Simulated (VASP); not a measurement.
La, 1 atom in the cell. The structure is cubic, space group Im-3m (No. 229). The conventional cell has a = 4.248 Å, b = 4.248 Å, c = 4.248 Å, α = 90.00°, β = 90.00°, γ = 90.00°. La (site symmetry m-3m) has 8 La at 3.68 Å as nearest neighbours. This isn't the form of La at room conditions, which is double hcp.

* Program: VASP 6.6.1
* Task: band structure
* Functional: PBEsol
* Potentials or basis: VASP PAW PBE potentials, release 64 (La)
* Cutoff: 520 eV
* k mesh: 9 × 9 × 9
* Occupations: gaussian, width 0.05 eV
* Spin: no spin polarisation
* Hubbard terms: La f U = 6 eV
* Further INCAR settings: ALGO = Normal; EDIFF = 1.00e-06; ISYM = 0

Potentials or basis: VASP PAW PBE potentials, release 64 (La).

Command:

```console
$ python run.py
```

Hardware: 1 thread of AMD EPYC 9R45 96-Core Processor (Zen 5), with other jobs on the host.

**Question.** How long does it take, and how much memory?

**Answer.** Wall time 16 s on 1 thread of AMD EPYC 9R45 96-Core Processor (Zen 5) (shared host), peak memory 0.13 GiB. Counts: scf iterations 9, k points 40.
